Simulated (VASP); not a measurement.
# Mo in VASP: relaxation of the atoms with LDA

Aim: the relaxation of the atoms of Mo with LDA.

Everything below comes from runs of VASP 6.6.1. Logs are shortened: lines on timing, memory, paths and dates and some standing lists are left out, and cuts for length are marked.

### Step 1. The slab as given

The cell holds a slab with vacuum, 4 atoms: a = 3.080 Å, b = 3.080 Å, c = 25.453 Å, α = 90.00°, β = 90.00°, γ = 90.00°.

The cell was built by a generator and needn't be a form met in nature.

### Step 2. Relaxation of the atoms, LDA

Input file INCAR:

```
SYSTEM = Mo
ALGO = Fast
DIPOL = 0.5 0.5 0.500
EDIFF = 1E-6
EDIFFG = -0.02
ENCUT = 520
GGA = CA
IBRION = 2
IDIPOL = 3
ISIF = 2
ISMEAR = 1
KPAR = 2
LASPH = .TRUE.
LCHARG = .FALSE.
LDIPOL = .TRUE.
LREAL = .FALSE.
LWAVE = .FALSE.
NELM = 120
NSW = 90
PREC = Accurate
SIGMA = 0.1
```

Input file KPOINTS:

```
k-points
0
G
  11 11 1
  0 0 0
```

Input file POSCAR:

```
Mo
1.0
    3.0797753300      0.0000000000      0.0000000000
    0.0000000000      3.0797753300      0.0000000000
    0.0000000000      0.0000000000     25.4529409300
Mo
4
Direct
    0.0000000000      0.0000000000      0.4072847600
    0.5000000000      0.5000000000      0.4690936200
    1.0000000000      0.0000000000      0.5309024700
    0.5000000000      0.5000000000      0.5927152400
```

Potentials or basis: VASP PAW LDA potentials, release 64 (Mo_sv).

The run is started by

```sh
cat potpaw_LDA.64/Mo_sv/POTCAR > POTCAR
mpirun -np 2 vasp_std > vasp.out
```

OUTCAR:

```text
SYSTEM = Mo
   EDIFF = 1E-6
   EDIFFG = -0.02
   ENCUT = 520
   GGA = CA
   IBRION = 2
   ISIF = 2
   ISMEAR = 1
   LASPH = .TRUE.
   LREAL = .FALSE.
   NELM = 120
   NSW = 90
   PREC = Accurate

 ion  position               nearest neighbor table
   1  0.000  0.000  0.407-   2 2.69   2 2.69   2 2.69   2 2.69   3 3.15
   2  0.500  0.500  0.469-   3 2.69   3 2.69   3 2.69   3 2.69   1 2.69   1 2.69   1 2.69   1 2.69
                             4 3.15
   3  0.000  0.000  0.531-   2 2.69   2 2.69   2 2.69   2 2.69   4 2.69   4 2.69   4 2.69   4 2.69
                             1 3.15
   4  0.500  0.500  0.593-   3 2.69   3 2.69   3 2.69   3 2.69   2 3.15

  LATTYP: Found a simple tetragonal cell.
 ALAT       =     3.0797753300
 C/A-ratio  =     8.2645447160

  Lattice vectors:

 A1 = (   3.0797753300,   0.0000000000,   0.0000000000)
 A2 = (   0.0000000000,   3.0797753300,   0.0000000000)
 A3 = (   0.0000000000,   0.0000000000,  25.4529409300)

Analysis of symmetry for initial positions (statically):
=====================================================================
 Subroutine PRICEL returns:
 Original cell was already a primitive cell.

 Routine SETGRP: Setting up the symmetry group for a
 simple tetragonal supercell.

 Subroutine GETGRP returns: Found 16 space group operations
 (whereof  8 operations were pure point group operations)
 out of a pool of 16 trial point group operations.

The static configuration has the point symmetry C_4v.
 The point group associated with its full space group is D_4h.

Analysis of symmetry for dynamics (positions and initial velocities):
=====================================================================
 Subroutine PRICEL returns:
 Original cell was already a primitive cell.

 Routine SETGRP: Setting up the symmetry group for a
 simple tetragonal supercell.

 Subroutine GETGRP returns: Found 16 space group operations
 (whereof  8 operations were pure point group operations)
 out of a pool of 16 trial point group operations.

The dynamic configuration has the point symmetry C_4v.
 The point group associated with its full space group is D_4h.

 Subroutine INISYM returns: Found 16 space group operations
 (whereof  8 operations are pure point group operations),
 and found     1 'primitive' translations

----------------------------------------------------------------------------------------

                                     Primitive cell

  volume of cell :     241.4216

  direct lattice vectors                    reciprocal lattice vectors
     3.079775330  0.000000000  0.000000000     0.324699010  0.000000000  0.000000000
     0.000000000  3.079775330  0.000000000     0.000000000  0.324699010  0.000000000
     0.000000000  0.000000000 25.452940930     0.000000000  0.000000000  0.039288191

  length of vectors
     3.079775330  3.079775330 25.452940930     0.324699010  0.324699010  0.039288191

  position of ions in fractional coordinates (direct lattice)
     0.000000000  0.000000000  0.407284760
     0.500000000  0.500000000  0.469093620
     0.000000000  0.000000000  0.530902470
     0.500000000  0.500000000  0.592715240

  ion indices of the primitive-cell ions
   primitive index   ion index
                 1           1
                 2           2
                 3           3
                 4           4

----------------------------------------------------------------------------------------

 KPOINTS: k-points

Automatic generation of k-mesh.
 Grid dimensions read from file:
 generate k-points for:   11   11    1

 Generating k-lattice:

  Cartesian coordinates                     Fractional coordinates (reciprocal lattice)
     0.029518092  0.000000000  0.000000000     0.090909091  0.000000000  0.000000000
[... 45 lines left out ...]
 SYSTEM =  Mo
   PREC   = accura    normal or accurate (medium, high low for compatibility)
   ISTART =      0    job   : 0-new  1-cont  2-samecut
   ICHARG =      2    charge: 1-file 2-atom 10-const
   ISPIN  =      1    spin polarized calculation?
   LNONCOLLINEAR =      F non collinear calculations
   LSORBIT =      F    spin-orbit coupling
   LASPH  =      T    aspherical Exc in radial PAW
   ENCUT  =  520.0 eV  38.22 Ry    6.18 a.u.   5.73  5.73 47.33*2*pi/ulx,y,z
   NELM   =    120;   NELMIN=  2; NELMDL= -5     # of ELM steps
   EDIFF  = 0.1E-05   stopping-criterion for ELM
   LREAL  =      F    real-space projection
   EDIFFG = -.2E-01   stopping-criterion for IOM
   NSW    =     90    number of steps for IOM
   IBRION =      2    ionic relax: 0-MD 1-quasi-New 2-CG
   NFREE  =      1    steps in history (QN), initial steepest desc. (CG)
   ISIF   =      2    stress and relaxation
   ISYM   =      2    0-nonsym 1-usesym 2-fastsym
   POTIM  = 0.5000    time-step for ionic-motion
   TEBEG  =    0.0;   TEEND  =   0.0 temperature during run
   PSTRESS=    0.0 pullay stress
   NELECT =      56.0000    total number of electrons
   NUPDOWN=      -1.0000    fix difference up-down
   EMIN   =  10.00;   EMAX   =-10.00  energy-range for DOS
   EFERMI =   0.00;   METHOD = LEGACY
   ISMEAR =     1;   SIGMA  =   0.10  broadening in eV -4-tet -1-fermi 0-gaus
   EFERMI_NEDOS =   21; number of points for ismear=-14 and -15
   IALGO  =     68    algorithm
   IMIX   =      4    mixing-type and parameters
     AMIX     =   0.40;   BMIX     =  1.00
     AMIX_MAG =   1.60;   BMIX_MAG =  1.00
  volume/ion in A,a.u.               =      60.36       407.30
  Fermi-wavevector in a.u.,A,eV,Ry     =   1.005878  1.900835 13.766258  1.011791
  Thomas-Fermi vector in A             =   2.138586
   LORBIT       =      0    0 simple, 1 ext, 2 COOP (PROOUT), +10 PAW based schemes
   GGA     = CA    functional components
   LHFCALC =     F    Hartree Fock is set to
   AEXX    =    0.0000 exact exchange contribution
   IVDW    =     0    specifies the selected vdW correction
   LEPSILON=     F    determine dielectric tensor
   LRPA    =     F    only Hartree local field effects (RPA)
 conjugate gradient relaxation of ions
 non-spin polarized calculation
 RMM-DIIS sequential band-by-band and
 Methfessel and Paxton  Order N= 1 SIGMA  =   0.10
  energy-cutoff  :      520.00
  volume of cell :      241.42
 maximum number of plane-waves:      6540
 NGX is ok and might be reduce to    24
   NGX = 11   NGY = 11   NGZ = 95

--------------------------------------- Ionic step        1  -------------------------------------------

 number of electron      55.9999990 magnetization

 Free energy of the ion-electron system (eV)
  ---------------------------------------------------
  ext. energy  EPLUGINS =         0.00000000
  ---------------------------------------------------
  free energy    TOTEN  =       -43.82251621 eV

  energy without entropy =      -43.82434816  energy(sigma->0) =      -43.82312686

------------------------ aborting loop because EDIFF is reached ----------------------------------------

  FORCE on cell =-STRESS in cart. coord.  units (eV):
  Direction    XX          YY          ZZ          XY          YZ          ZX
  --------------------------------------------------------------------------------------
  -------------------------------------------------------------------------------------
  Total       -6.7484933     -6.7484933     -5.7025544      0.0000000      0.0000000      0.0000000
  in kB      -44.7859055    -44.7859055    -37.8446050      0.0000000      0.0000000      0.0000000
  external PRESSURE =     -42.4721387 kB  Pullay stress =       0.0000000 kB
[... 95 lines left out ...]
  FREE ENERGIE OF THE ION-ELECTRON SYSTEM (eV)
  ---------------------------------------------------
  free  energy   TOTEN  =       -44.1320138646 eV

  energy  without entropy=      -44.1284236243  energy(sigma->0) =      -44.13081712

[... ionic steps 4 to 7 ...]

--------------------------------------- Ionic step        8  -------------------------------------------

 number of electron      55.9999991 magnetization

------------------------ aborting loop because EDIFF is reached ----------------------------------------
[... 35 lines left out ...]
 number of electron      55.9999988 magnetization

------------------------ aborting loop because EDIFF is reached ----------------------------------------

 vacuum level on the upper side and lower side of the slab       (xc-potential included)        -0.081        -0.102

  FORCE on cell =-STRESS in cart. coord.  units (eV):
  Direction    XX          YY          ZZ          XY          YZ          ZX
  --------------------------------------------------------------------------------------
  -------------------------------------------------------------------------------------
  Total       -1.8898659     -1.8898659     -0.0941142      0.0000000      0.0000000      0.0000000
  in kB      -12.5419632    -12.5419632     -0.6245826      0.0000000      0.0000000      0.0000000
  external PRESSURE =      -8.5695030 kB  Pullay stress =       0.0000000 kB
[... 25 lines left out ...]
--------------------------------------- Ionic step       10  -------------------------------------------

 number of electron      55.9999989 magnetization

 dipolmoment           0.000000      0.000000      0.001133 electrons x Angstroem

 Free energy of the ion-electron system (eV)
  ---------------------------------------------------
  ext. energy  EPLUGINS =         0.00000000
  ---------------------------------------------------
  free energy    TOTEN  =       -44.17318221 eV

  energy without entropy =      -44.17530267  energy(sigma->0) =      -44.17388903

 E-fermi :   0.1212     XC(G=0):  -4.3153

 val. band max:        0.1015067855   @ k =   0.0909   0.0000   0.0000
 cond. band min:       0.1474369082   @ k =   0.0909   0.0000   0.0000
 fundamental gap:      0.0459301227
 Fermi energy:         0.1211516004

 k-point     1 :       0.0000    0.0000    0.0000
  band No.  band energies     occupation
      1     -60.4323      2.00000
      2     -60.2538      2.00000
      3     -59.8298      2.00000
      4     -59.7881      2.00000
      5     -34.9136      2.00000
      6     -34.8537      2.00000
[... 745 lines left out ...]
     32       2.6050      0.00000
     33       2.6363      0.00000

------------------------ aborting loop because EDIFF is reached ----------------------------------------

 vacuum level on the upper side and lower side of the slab       (xc-potential included)         0.002        -0.019

  FORCE on cell =-STRESS in cart. coord.  units (eV):
  Direction    XX          YY          ZZ          XY          YZ          ZX
  --------------------------------------------------------------------------------------
  -------------------------------------------------------------------------------------
  Total       -1.8030080     -1.8030080     -0.0503428      0.0000000      0.0000000      0.0000000
  in kB      -11.9655368    -11.9655368     -0.3340968      0.0000000      0.0000000      0.0000000
  external PRESSURE =      -8.0883901 kB  Pullay stress =       0.0000000 kB
[... 19 lines left out ...]
  FREE ENERGIE OF THE ION-ELECTRON SYSTEM (eV)
  ---------------------------------------------------
  free  energy   TOTEN  =       -44.1731822053 eV

  energy  without entropy=      -44.1753026667  energy(sigma->0) =      -44.17388903

 reached required accuracy - stopping structural energy minimisation

 vacuum level on the upper side and lower side of the slab         4.297         4.275
```

It took 5.8 min on 2 MPI ranks of Intel Xeon 6975P-C (Granite Rapids), shared host; peak memory 0.32 GiB.

What came out:

| Property | Result |
| --- | --- |
| Free energy | -44.1732 eV |
| Energy gained by relaxing | 87.7 meV/atom |
| Ionic steps | 10 |
| Band gap on the k mesh | none (metal or under the smearing width) |

Forces in eV/Å, atoms in the order of the input:
```
Mo   0.000  0.000  0.000
Mo   0.000  0.000  0.002
Mo   0.000  0.000 -0.002
Mo   0.000  0.000  0.000
```

Step by step:
```tsv
step	energy change (eV)	largest force (eV/Å)	pressure (GPa)
1	0.0000	1.7220	-4.25
2	-0.3032	0.5780	-2.32
3	-0.3095	0.4840	-2.03
4	-0.3031	0.7720	-1.38
5	-0.3108	0.4265	-1.88
6	-0.3109	0.4461	-1.82
7	-0.3388	0.2962	-1.30
8	-0.3499	0.1168	-0.69
9	-0.3505	0.0502	-0.86
10	-0.3507	0.0023	-0.81
```

Final structure:
```yaml
crystal:
  lattice:
    - [3.07978, 0.00000, 0.00000]
    - [0.00000, 3.07978, 0.00000]
    - [0.00000, 0.00000, 25.45294]
  atoms:
    - { symbol: Mo, position: [0.00000, 0.00000, 0.41325] }
    - { symbol: Mo, position: [0.50000, 0.50000, 0.46707] }
    - { symbol: Mo, position: [0.00000, 0.00000, 0.53293] }
    - { symbol: Mo, position: [0.50000, 0.50000, 0.58675] }
```
